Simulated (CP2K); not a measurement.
## AlO in CP2K: the effect of dispersion

The system is AlO.

```
Al O
1.0
     2.76919    0.00000    0.00000
     0.00000    2.76919    0.00000
     0.00000    0.00000    2.76919
Al O
1 1
Direct
  0.50000 0.50000 0.50000
  0.00000 0.00000 0.00000
```

The cell was built by a generator and needn't be a form met in nature.

Alike in all runs:

- Program: CP2K 2026.2
- Task: single point
- Functional: RPBE
- Potentials or basis: POTENTIAL_UZH Al GTH-PBE-q3, O GTH-PBE-q6; TZVP-MOLOPT-PBE-GTH basis
- Density cutoff: 8163 eV
- k mesh: 10 × 10 × 10
- Occupations: fermi-dirac, width 0.05 eV
- Spin: no spin polarisation

| dispersion | pressure (GPa) |
| --- | --- |
| none | 1.6 |
| D3 | -0.6 |
| D3(BJ) | -16.0 |
| D4 | ? |
| D3(BJ)+ATM | -15.7 |

What does the run with dispersion D4 give?

Pressure -5.0 GPa.

Caveats: the potentials were made for another functional, which shifts forces and pressure; the basis of atomic orbitals isn't converged, which shifts pressures, moduli and gaps; an odd number of electrons without spin polarisation forces a metal; a magnetic or distorted state may lie lower; pairwise dispersion overbinds metals, which lowers pressure and volume (some runs).
